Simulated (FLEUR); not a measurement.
# As (Cmce) in FLEUR: a series of runs

One crystal, As, is run at these levels: LDA, r2SCAN; tasks: band structure.

All numbers are computed with FLEUR MaX-R8.1 (later development tree); they aren't measurements. Logs are shortened: lines on timing, memory, paths and dates and some standing lists are left out, and cuts for length are marked.

**1. The structure**

It takes space group Cmce (No. 64, orthorhombic). Conventional cell: a = 3.650 Å, b = 11.000 Å, c = 4.470 Å, α = 90.00°, β = 90.00°, γ = 90.00°. As (site symmetry m) is surrounded by 3 As at 2.48 to 2.49 Å.

This isn't the form of As at room conditions, which is rhombohedral.

**2. Band structure, LDA**

inp.xml reads:

```xml
<?xml version="1.0" encoding="UTF-8" standalone="no"?>
<fleurInput fleurInputVersion="0.39">
   <comment>
      As                                                                                                  
   </comment>
   <calculationSetup>
      <cutoffs Kmax="4.52" Gmax="14.0" GmaxXC="14.0" numbands="0"/>
      <scfLoop itmax="60" minDistance="0.00001" maxIterBroyd="15" imix="Anderson" alpha="0.05" precondParam="0.0" spinf="2.0" sdNocoIR="T"/>
      <coreElectrons ctail="T" frcor="F" kcrel="0" coretail_lmax="0"/>
      <xcFunctional name="vwn" relativisticCorrections="F"/>
      <magnetism jspins="1"/>
      <soc l_soc="F" theta="0.0" phi="0.0" spav="F"/>
      <expertModes spex="0" secvar="F"/>
      <geometryOptimization l_f="F" forcealpha="1.0" forcemix="BFGS" epsdisp="0.00001" epsforce="0.00001"/>
      <ldaU l_linMix="F" mixParam="0.05" spinf="1.0"/>
   </calculationSetup>
   <cell>
      <bzIntegration valenceElectrons="84.0" mode="hist" fermiSmearingEnergy="0.00183747">
         <kPointListSelection listName="default-1"/>
         <!-- k-points included here -->
         <xi:include xmlns:xi="http://www.w3.org/2001/XInclude" href="kpts.xml"> </xi:include>
      </bzIntegration>
      <!-- symmetry operations included here -->
      <xi:include xmlns:xi="http://www.w3.org/2001/XInclude" href="sym.xml"> </xi:include>
      <bulkLattice scale="1.0">
         <bravaisMatrix>
            <row-1>    3.4487501773949996   -10.3934936852999993     0.0000000000000000</row-1>
            <row-2>    3.4487501773949996    10.3934936852999993     0.0000000000000000</row-2>
            <row-3>    0.0000000000000000     0.0000000000000000     8.4470757769619986</row-3>
         </bravaisMatrix>
      </bulkLattice>
   </cell>
   <atomSpecies>
      <species name="Arsenic (As)" element="As" atomicNumber="33">
         <mtSphere radius="2.17" gridPoints="717" logIncrement="0.017"/>
         <atomicCutoffs lmax="9" lnonsphr="9"/>
         <electronConfig flipSpins="F">
            <coreConfig>(1s1/2) (2s1/2) (2p1/2) (2p3/2) (3s1/2)</coreConfig>
            <valenceConfig>(3p1/2) (3p3/2) (4s1/2) (3d3/2) (3d5/2) (4p1/2) (4p3/2)</valenceConfig>
            <stateOccupation state="(4p1/2)" spinUp="0.500000" spinDown="0.500000"/>
            <stateOccupation state="(4p3/2)" spinUp="1.000000" spinDown="1.000000"/>
         </electronConfig>
         <energyParameters s="4" p="4" d="3" f="4"/>
         <lo type="SCLO" l="1" n="3" eDeriv="0"/>
         <lo type="SCLO" l="1" n="3" eDeriv="1"/>
         <lo type="HELO" l="2" n="4" eDeriv="0"/>
         <lo type="HELO" l="2" n="4" eDeriv="1"/>
         <lo type="SCLO" l="0" n="4" eDeriv="2"/>
         <lo type="SCLO" l="3" n="4" eDeriv="2"/>
      </species>
   </atomSpecies>
   <atomGroups>
      <atomGroup species="Arsenic (As)">
         <relPos label="                   1">.3900000000 -.3900000000 -11.000/25.000</relPos>
         <relPos label="                   2">-.1100000000 .1100000000 -.0600000000</relPos>
         <relPos label="                   3">-.3900000000 .3900000000 11.000/25.000</relPos>
         <relPos label="                   4">.1100000000 -.1100000000 .0600000000</relPos>
         <force calculate="T" relaxXYZ="TTT"/>
      </atomGroup>
   </atomGroups>
   <output dos="F" band="F" slice="F">
      <checks vchk="F" cdinf="F"/>
      <bandDOS minEnergy="-.5*Htr" maxEnergy="0.5*Htr" sigma="0.015" storeEVData="T"/>
      <vacuumDOS vacdos="F" integ="F" star="F" nstars="0" locx1="0.0" locy1="0.0" locx2="0.0" locy2="0.0" nstm="0" tworkf="0.0"/>
      <unfoldingBand unfoldBand="F" supercellX="1" supercellY="1" supercellZ="1"/>
      <plotting iplot="0" polar="F">
         <plot TwoD="T" vec1="  1.0  0.0  0.0" vec2="  0.0  1.0  0.0" vec3="  0.0  0.0  1.0" zero="  0.0  0.0  0.0" file="plot"/>
      </plotting>
      <chargeDensitySlicing numkpt="0" minEigenval="0.0" maxEigenval="0.0" nnne="0" pallst="F"/>
      <specialOutput eonly="F"/>
      <moessbauerParams electricFieldGradient="T" isomerShift="T" coreHyperfine="T" valenceHyperfine="T"/>
      <magneticCircularDichroism mcd="F" energyLo="-10.0" energyUp="0.0"/>
   </output>
  <!-- We include the file relax.xml here to enable relaxations (see documentation) -->
  <xi:include xmlns:xi="http://www.w3.org/2001/XInclude" href="relax.xml"> <xi:fallback/> </xi:include>
</fleurInput>
```

crystal.txt reads:

```
As
&input cartesian=F /
1.8250000000  -5.5000000000  0.0000000000
1.8250000000  5.5000000000  0.0000000000
0.0000000000  0.0000000000  4.4700000000
1.8897261246
1.0 1.0 1.0

4
33 0.3900000000  0.6100000000  0.5600000000
33 0.8900000000  0.1100000000  0.9400000000
33 0.6100000000  0.3900000000  0.4400000000
33 0.1100000000  0.8900000000  0.0600000000

&kpt div1=8 div2=8 div3=6 gamma=T /
```

inp.xml (bands) reads:

```
<?xml version="1.0" encoding="UTF-8" standalone="no"?>
<fleurInput fleurInputVersion="0.39">
   <comment>
      As                                                                                                  
   </comment>
   <calculationSetup>
      <cutoffs Kmax="4.52" Gmax="14.0" GmaxXC="14.0" numbands="0"/>
      <scfLoop itmax="60" minDistance="0.00001" maxIterBroyd="15" imix="Anderson" alpha="0.05" precondParam="0.0" spinf="2.0" sdNocoIR="T"/>
      <coreElectrons ctail="T" frcor="F" kcrel="0" coretail_lmax="0"/>
      <xcFunctional name="vwn" relativisticCorrections="F"/>
      <magnetism jspins="1"/>
      <soc l_soc="F" theta="0.0" phi="0.0" spav="F"/>
      <expertModes spex="0" secvar="F"/>
      <geometryOptimization l_f="F" forcealpha="1.0" forcemix="BFGS" epsdisp="0.00001" epsforce="0.00001"/>
      <ldaU l_linMix="F" mixParam="0.05" spinf="1.0"/>
   </calculationSetup>
   <cell>
      <bzIntegration valenceElectrons="84.0" mode="hist" fermiSmearingEnergy="0.00183747">
         <kPointListSelection listName="path-1"/>
         <!-- k-points included here -->
         <xi:include xmlns:xi="http://www.w3.org/2001/XInclude" href="kpts.xml"> </xi:include>
      </bzIntegration>
      <!-- symmetry operations included here -->
      <xi:include xmlns:xi="http://www.w3.org/2001/XInclude" href="sym.xml"> </xi:include>
      <bulkLattice scale="1.0">
         <bravaisMatrix>
            <row-1>    3.4487501773949996   -10.3934936852999993     0.0000000000000000</row-1>
            <row-2>    3.4487501773949996    10.3934936852999993     0.0000000000000000</row-2>
            <row-3>    0.0000000000000000     0.0000000000000000     8.4470757769619986</row-3>
         </bravaisMatrix>
      </bulkLattice>
   </cell>
   <atomSpecies>
      <species name="Arsenic (As)" element="As" atomicNumber="33">
         <mtSphere radius="2.17" gridPoints="717" logIncrement="0.017"/>
         <atomicCutoffs lmax="9" lnonsphr="9"/>
         <electronConfig flipSpins="F">
            <coreConfig>(1s1/2) (2s1/2) (2p1/2) (2p3/2) (3s1/2)</coreConfig>
            <valenceConfig>(3p1/2) (3p3/2) (4s1/2) (3d3/2) (3d5/2) (4p1/2) (4p3/2)</valenceConfig>
            <stateOccupation state="(4p1/2)" spinUp="0.500000" spinDown="0.500000"/>
            <stateOccupation state="(4p3/2)" spinUp="1.000000" spinDown="1.000000"/>
         </electronConfig>
         <energyParameters s="4" p="4" d="3" f="4"/>
         <lo type="SCLO" l="1" n="3" eDeriv="0"/>
         <lo type="SCLO" l="1" n="3" eDeriv="1"/>
         <lo type="HELO" l="2" n="4" eDeriv="0"/>
         <lo type="HELO" l="2" n="4" eDeriv="1"/>
         <lo type="SCLO" l="0" n="4" eDeriv="2"/>
         <lo type="SCLO" l="3" n="4" eDeriv="2"/>
      </species>
   </atomSpecies>
   <atomGroups>
      <atomGroup species="Arsenic (As)">
         <relPos label="                   1">.3900000000 -.3900000000 -11.000/25.000</relPos>
         <relPos label="                   2">-.1100000000 .1100000000 -.0600000000</relPos>
         <relPos label="                   3">-.3900000000 .3900000000 11.000/25.000</relPos>
         <relPos label="                   4">.1100000000 -.1100000000 .0600000000</relPos>
         <force calculate="T" relaxXYZ="TTT"/>
      </atomGroup>
   </atomGroups>
   <output dos="F" band="T" slice="F">
      <checks vchk="F" cdinf="F"/>
      <bandDOS minEnergy="-.5*Htr" maxEnergy="0.5*Htr" sigma="0.015" storeEVData="T"/>
      <vacuumDOS vacdos="F" integ="F" star="F" nstars="0" locx1="0.0" locy1="0.0" locx2="0.0" locy2="0.0" nstm="0" tworkf="0.0"/>
      <unfoldingBand unfoldBand="F" supercellX="1" supercellY="1" supercellZ="1"/>
      <plotting iplot="0" polar="F">
         <plot TwoD="T" vec1="  1.0  0.0  0.0" vec2="  0.0  1.0  0.0" vec3="  0.0  0.0  1.0" zero="  0.0  0.0  0.0" file="plot"/>
      </plotting>
      <chargeDensitySlicing numkpt="0" minEigenval="0.0" maxEigenval="0.0" nnne="0" pallst="F"/>
      <specialOutput eonly="F"/>
      <moessbauerParams electricFieldGradient="T" isomerShift="T" coreHyperfine="T" valenceHyperfine="T"/>
      <magneticCircularDichroism mcd="F" energyLo="-10.0" energyUp="0.0"/>
   </output>
  <!-- We include the file relax.xml here to enable relaxations (see documentation) -->
  <xi:include xmlns:xi="http://www.w3.org/2001/XInclude" href="relax.xml"> <xi:fallback/> </xi:include>
</fleurInput>
```

Potentials or basis: all-electron, FLAPW.

On the command line:

```bash
inpgen -f crystal.txt -profile fastHighL
# inp.xml edited to the form shown
mpirun -n 4 fleur_MPI -pe_per_kpt 1
mpirun -n 4 fleur_MPI -pe_per_kpt 1   # second run, on inp.xml (bands)
```

The log of the run:

```text
Welcome to FLEUR        (www.flapw.de)
      MaX-Release 8.1          (www.max-centre.eu)

 ========== k-point set info ==========
 Selected k-point list: default-1
 k-point list type: mesh
 8 x 8 x 6
 Number of k points: 84

 ------------Calculation Setup---------------------------
 Number of MPI-tasks      :            4
 Number of PE/node        :            4
 Number of OMP-threads    :            1
 Using exactly            1  PE per kpt
 k-points in parallel     :            4
 pe's per k-point         :            1
 No of k-point loops      :           21
 Eigenvalue solver        :       lapack
 Number of basis functions:         1140
 Approximate size of matrices (H+S) per k-point:         0.019 GB
 --------------------------------------------------------
 Using exactly            1  PE per kpt
 Using exactly            1  PE per kpt
 Using exactly            1  PE per kpt
 Iteration:     1   Distance:       5.50576081 me/bohr^3
 Iteration:     2   Distance:       5.16787245 me/bohr^3
 Iteration:     3   Distance:       1.88298608 me/bohr^3
 Iteration:     4   Distance:       0.58384644 me/bohr^3
 Iteration:     5   Distance:       0.46455479 me/bohr^3
 Iteration:     6   Distance:       0.08867637 me/bohr^3
 Iteration:     7   Distance:       0.05583009 me/bohr^3
 Iteration:     8   Distance:       0.02286427 me/bohr^3
 Iteration:     9   Distance:       0.00518348 me/bohr^3
 Iteration:    10   Distance:       0.00477796 me/bohr^3
 Iteration:    11   Distance:       0.00054296 me/bohr^3
 Iteration:    12   Distance:       0.00005596 me/bohr^3
 Iteration:    13   Distance:       0.00004473 me/bohr^3
 Iteration:    14   Distance:       0.00000348 me/bohr^3

 ********************************************************************
 Run finished successfully
 Stop message:
   all done
 ********************************************************************
```

Run time: 3 min. Hardware: 4 MPI ranks of Intel Xeon Platinum 8488C (Sapphire Rapids), shared host.

Results:

* Free energy: -245780.5629 eV
* Band gap along the path: none (metal or under the smearing width)
* Valence electrons inside the program's atomic spheres: As 18.80 (radii As 2.17 bohr)

Levels at the corners of the path, in eV from the Fermi level:
```csv
point,band 40,band 41,band 42,band 43,band 44,band 45
Γ,-2.20,-1.82,-1.03,1.99,2.06,2.53
X,-2.65,-2.23,-1.91,0.56,0.71,0.71
S,-2.48,-2.32,-2.32,0.84,0.84,1.03
R,-4.59,-1.79,-1.79,1.99,1.99,4.61
A,-3.94,-1.87,-1.87,2.26,2.26,4.50
Z,-1.92,-0.59,-0.59,1.02,1.02,2.09
Γ,-2.20,-1.82,-1.03,1.99,2.06,2.53
Y,-1.64,-1.21,-0.36,0.14,2.01,2.39
X1,-2.65,-2.23,-1.91,0.56,0.71,0.71
A1,-3.94,-1.87,-1.87,2.26,2.26,4.50
T,-1.86,-1.08,-1.08,1.48,1.48,1.73
Y,-1.64,-1.21,-0.36,0.14,2.01,2.39
Z,-1.92,-0.59,-0.59,1.02,1.02,2.09
T,-1.86,-1.08,-1.08,1.48,1.48,1.73
```

Core levels (eV from the Fermi level):
| atom | levels |
| --- | --- |
| 1 As | 1s1/2 -11690.6, 2s1/2 -1478.9, 2p1/2 -1322.2, 2p3/2 -1285.8, 3s1/2 -184.6 |
| 2 As | 1s1/2 -11690.6, 2s1/2 -1478.9, 2p1/2 -1322.2, 2p3/2 -1285.8, 3s1/2 -184.6 |
| 3 As | 1s1/2 -11690.6, 2s1/2 -1478.9, 2p1/2 -1322.2, 2p3/2 -1285.8, 3s1/2 -184.6 |
| 4 As | 1s1/2 -11690.6, 2s1/2 -1478.9, 2p1/2 -1322.2, 2p3/2 -1285.8, 3s1/2 -184.6 |

(Part 1 of 2 ends here.)
